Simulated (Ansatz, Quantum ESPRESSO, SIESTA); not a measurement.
## One calculation of RuS2, 3 ways

```xyz
12
Lattice="5.6106 0.0000 0.0000 0.0000 5.6106 0.0000 0.0000 0.0000 5.6106" Properties=species:S:1:pos:R:3 pbc="T T T"
Ru    0.0000    2.8053    2.8053
Ru    2.8053    2.8053    0.0000
Ru    2.8053    0.0000    2.8053
Ru    0.0000    0.0000    0.0000
S     2.1787    0.6266    4.9840
S     0.6266    4.9840    2.1787
S     4.9840    2.1787    0.6266
S     3.4319    3.4319    3.4319
S     3.4319    4.9840    0.6266
S     4.9840    0.6266    3.4319
S     0.6266    3.4319    4.9840
S     2.1787    2.1787    2.1787
```

Alike in all runs: task band structure; functional LDA; k mesh 5 × 5 × 5; occupations fermi-dirac, width 0.05 eV; no spin polarisation; no spin-orbit coupling. LDA stands for any of its common fits. Pressure is positive in compression and, in plane waves, holds the error of the finite cutoff, which Ansatz's Pulay term estimates and takes out. Gaps are the smaller of the mesh's and the band path's.

| program and potentials | plane-wave cutoff (eV) | notes | band gap (eV) | pressure (GPa) | largest force (eV/Å) |
| --- | --- | --- | --- | --- | --- |
| Ansatz, Ansatz PAW | 420 | potentials made for PBE, which Ansatz adapts in part; Pulay term of +0.03 GPa included | 0.69 | -6.34 | 0.362 |
| SIESTA, files PseudoDojo sr-lda-0.4.1-standard, DZP (energy shift 0.003 Ry; two zetas on semicore shells) | - | atomic basis | 0.81 | -3.51 | 0.400 |
| Quantum ESPRESSO, GBRV 1.5 LDA | 612 | - | 0.69 | -6.35 | 0.368 |

Force on atom 9 (S), eV/Å:

```json
{"program and potentials": "Ansatz, Ansatz PAW", "x": "0.209", "y": "-0.209", "z": "0.209"}
{"program and potentials": "SIESTA, files PseudoDojo sr-lda-0.4.1-standard, DZP (energy shift 0.003 Ry; two zetas on semicore shells)", "x": "0.231", "y": "-0.231", "z": "0.231"}
{"program and potentials": "Quantum ESPRESSO, GBRV 1.5 LDA", "x": "0.212", "y": "-0.212", "z": "0.212"}
```

The band gap spans 0.69 (Ansatz, Ansatz PAW) to 0.81 eV (SIESTA, files PseudoDojo sr-lda-0.4.1-standard, DZP (energy shift 0.003 Ry; two zetas on semicore shells)). The pressure spans -6.35 (Quantum ESPRESSO, GBRV 1.5 LDA) to -3.51 GPa (SIESTA, files PseudoDojo sr-lda-0.4.1-standard, DZP (energy shift 0.003 Ry; two zetas on semicore shells)). The paths' points differ, which is worth about 0.01 eV. Rows in atomic bases carry the error of their basis and grid, which can be large.

Differences between rows come from potentials, basis sets and numerical settings, since the functional is the same but for its coding. Runs on potential files found faulty are left out.
